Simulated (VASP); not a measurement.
Input of a VASP 6.6.1 run:

The input INCAR:

```
SYSTEM = PbSe
PREC = Accurate
ENCUT = 520
EDIFF = 1E-6
ISMEAR = -1
SIGMA = 0.05
LREAL = .FALSE.
LASPH = .TRUE.
NELM = 80
ALGO = Normal
ISIF = 2
LWAVE = .FALSE.
LCHARG = .FALSE.
METAGGA = RSCAN
LMIXTAU = .TRUE.
NBANDS = 17
```

File KPOINTS:

```
regular mesh
0
G
  8 8 8
  0 0 0
```

Contents of POSCAR:

```
PbSe
1.0
    0.0000000000      3.0606500000      3.0606500000
    3.0606500000      0.0000000000      3.0606500000
    3.0606500000      3.0606500000      0.0000000000
Pb Se
1 1
Direct
    0.0000000000      0.0000000000      0.0000000000
    0.5000000000      0.5000000000      0.5000000000
```

Contents of KPOINTS_OPT:

```
path GXWKGLUWLK,UX
10
line-mode
reciprocal
 0.0000000000  0.0000000000  0.0000000000  G
 0.5000000000  0.0000000000  0.5000000000  X

 0.5000000000  0.0000000000  0.5000000000  X
 0.5000000000  0.2500000000  0.7500000000  W

 0.5000000000  0.2500000000  0.7500000000  W
 0.3750000000  0.3750000000  0.7500000000  K

 0.3750000000  0.3750000000  0.7500000000  K
 0.0000000000  0.0000000000  0.0000000000  G

 0.0000000000  0.0000000000  0.0000000000  G
 0.5000000000  0.5000000000  0.5000000000  L

 0.5000000000  0.5000000000  0.5000000000  L
 0.6250000000  0.2500000000  0.6250000000  U

 0.6250000000  0.2500000000  0.6250000000  U
 0.5000000000  0.2500000000  0.7500000000  W

 0.5000000000  0.2500000000  0.7500000000  W
 0.5000000000  0.5000000000  0.5000000000  L

 0.5000000000  0.5000000000  0.5000000000  L
 0.3750000000  0.3750000000  0.7500000000  K

 0.6250000000  0.2500000000  0.6250000000  U
 0.5000000000  0.0000000000  0.5000000000  X
```

Potentials or basis: VASP PAW PBE potentials, release 64 (Pb_d, Se).

The run is started by

```bash
$ cat potpaw_PBE.64/Pb_d/POTCAR potpaw_PBE.64/Se/POTCAR > POTCAR
$ mpirun -np 1 vasp_std > vasp.out
```

(1) Estimate the pressure.

(2) Predict the band gap on the k mesh.

(3) Predict the band gap along the path.

Answers

(1) 1.6 GPa.

(2) 0.55 eV, direct.

(3) 0.55 eV, direct.

Caveat: the PAW data sets were made with another functional, which shifts forces and pressure a little; spin-orbit coupling is left out, which as a rule narrows the gap of such compounds by several tenths of an eV.

**Experimental background.**

A printed reference work, monograph reports, for a bulk crystal of PbSe at 300 K: band gap 0.28 eV (direct).

A measured gap of PbSe is 0.28 eV (direct; 300 K; a printed reference work, monograph); the calculated 0.55 eV misses it by +0.27 eV. 2 values of this kind are on record (0.15 to 0.28 eV); this one was drawn at random. Spin-orbit coupling on Pb, Se is left out. The value is that of rSCAN, without temperature or zero-point motion.
